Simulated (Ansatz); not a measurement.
# CuH3: what a guessed cell relaxes into, part 2 of 2

Aim: relax a trial structure of CuH3 and see where it ends.

Ansatz 0.2.0; DFT PBE, scalar-relativistic, plane waves, PAW.

## Step 4: Relaxation on the finer mesh

The end of the coarse run is made exact in the group found at a tolerance of 0.06 Å and reduced to its primitive cell.

File input.yaml:

```yaml
crystal:
  lattice:
    - [2.7738553104, 0.0, 0.0]
    - [0.0, 2.7738553104, 0.0]
    - [0.0, 0.0, 2.7738553104]
  atoms:
    - { symbol: Cu, position: [0.0, 0.0, 0.0] }
    - { symbol: H, position: [0.5, 0.0, 0.5] }
    - { symbol: H, position: [0.5, 0.5, 0.0] }
    - { symbol: H, position: [0.0, 0.5, 0.5] }
basis:
  ecutwfc: 420
kpoints:
  mp_grid: { grid: [16, 16, 16] }
hamiltonian:
  xc: pbe
scf:
  occupations: { method: gaussian, width: 0.1 }
output:
  forces: true
  stress: true
  eigenvalues: true
relax:
  adjacent_minimum: "off"
  f_tol: 0.01
  max_steps: 80
  cell: { stress_tol: 0.05 }
```

Started as:

```console
$ ansatz run input.yaml --threads 1 --pin off --max-ram 2048MiB --backend cpu --events-out ev --progress --plain --runs-dir out
```

Standard output, cut to the lines that bear on the results:

```text
Warning: RAYON_NUM_THREADS=1 ignored (pool sized by the plan → 1); use --threads N
[...]
Pseudopotentials: kind: paw
Pseudopotential: Cu, paw, valence charge 19, recommended cutoff 420 eV (normal), Cu.paw.azcp
Pseudopotential: H, paw, valence charge 1, recommended cutoff 420 eV (normal), H.paw.azcp
Functional definition: PBE
[...]
Crystal: 4 atoms, lattice volume = 21.343 Å³
Basis set: ecut = 420 eV, 437 PW (Γ), exchange–correlation on 40×40×40 points (8 copies of the dense FFT grid, shifted against one another)
Bands: 15, of which v1, the nominal top of the filled ones, is band 11 counted from 1 (10 counted from 0)
Symmetry: 48 space group operations
Space group: Pm-3m (ITA 221), of the structure as read, at distance tolerance 2.8e-5 Å
k-points: 165 of 4096
[...]
SCF iter   1: F=—  HF=-6670.104548 eV  |F-HF|=—  |Δ(HF+E_count)|=         —  Δρ=8.85e-3  dr2=1.03e-2  ethr=1.77e-3  ⟨swp⟩=4.1  Hψ=10845  notcnv=0
[...]
  P = ⅓ Tr σ = -0.0244 GPa (-0.244 kbar)
--- Band table (eV; the first three rows and the last of 165) ---
  k-point 0: bands = ["-102.5072", "-59.8657", "-59.8657", "-59.8657", "-2.0118", "5.8989", "5.8989", "7.8795", "7.8795", "7.8795", "14.7780", "14.7780", "19.6603", "19.6603", "19.6603"]
[...]
--- Relaxed structure (2 steps of the walk, 2 accepted, 1 SCFs on fresh bases) ---
  F+E_penalty+E_count = -6670.10500252 eV   max|allowed force component| = 5.151e-31 eV/Å   (the final SCF, on the basis selected at the relaxed cell)
  cell:  # Å, volume = 21.2786 Å³
    - [2.771070701258013, 7.52316384526264e-36, 1.2037062152420224e-35]
    - [7.52316384526264e-36, 2.771070701258013, -4.012354050806741e-36]
    - [-2.0061770254033705e-35, -4.012354050806741e-36, 2.771070701258013]
  atoms:
    - { symbol: Cu, position: [-1.4464900298740331e-36, 8.758045102752934e-38, 4.5202813433563535e-38] }
    - { symbol: H, position: [0.5, -1.72335726215461e-37, 0.5] }
    - { symbol: H, position: [0.5, 0.5, -2.2601406716781773e-37] }
    - { symbol: H, position: [-1.4464900298740328e-36, 0.5, 0.5] }
```

Wall time 7.7 s (1 thread of AMD EPYC 7R43 (Zen 3), shared host); peak memory 0.41 GiB.

Relaxation path:

| step | energy from step 1 (eV/cell) | largest force component (eV/Å) | pressure (GPa) | volume (Å³) |
| --- | --- | --- | --- | --- |
| 1 | 0.0000 | 0.0000 | -0.42 | 21.34 |
| 2 | -0.0002 | 0.0000 | -0.02 | 21.28 |
| 3 | -0.0001 | 0.0000 | -0.02 | 21.28 |

Step 1 is the start. Step 3 repeats the geometry before it on a plane-wave basis chosen anew for that cell, so its energy need not be comparable with the rows above.

|  | before | after | change |
| --- | --- | --- | --- |
| a (Å) | 2.774 | 2.771 | -0.1 % |
| b (Å) | 2.774 | 2.771 | -0.1 % |
| c (Å) | 2.774 | 2.771 | -0.1 % |
| volume (Å³/atom) | 5.34 | 5.32 | -0.3 % |
| shortest distance (Å) | 1.961 | 1.959 | -0.1 % |
| space group (0.01 Å) | Pm-3m | Pm-3m | same |

Forces and stress were held to the start's 48 operations: a distortion of lower symmetry was not tested.

## Step 5: Summary of results

The summary covers parts 1 to 2. Changes of volume or cell count from the first structure of part 1.

| quantity | value |
| --- | --- |
| symmetry at the end (tolerance 0.05 Å) | space group Pm-3m (No. 221) |
| conventional cell | a = 2.771 Å, b = 2.771 Å, c = 2.771 Å, α = 90.00°, β = 90.00°, γ = 90.00° |
| volume | 5.32 Å³/atom |
| energy over the elements (uncorrected; H, N, O, F and Cl as molecules) | +0.67 eV/atom |
| gap on the mesh | none (metal) |

What this shows: The space group Pm-3m (No. 221) is kept, and the volume per atom shrinks by 30.7 % from the first guess. With a positive formation energy it can't be a ground state. No finished test with a distortion of lower symmetry is shown, so the end may be a saddle point.
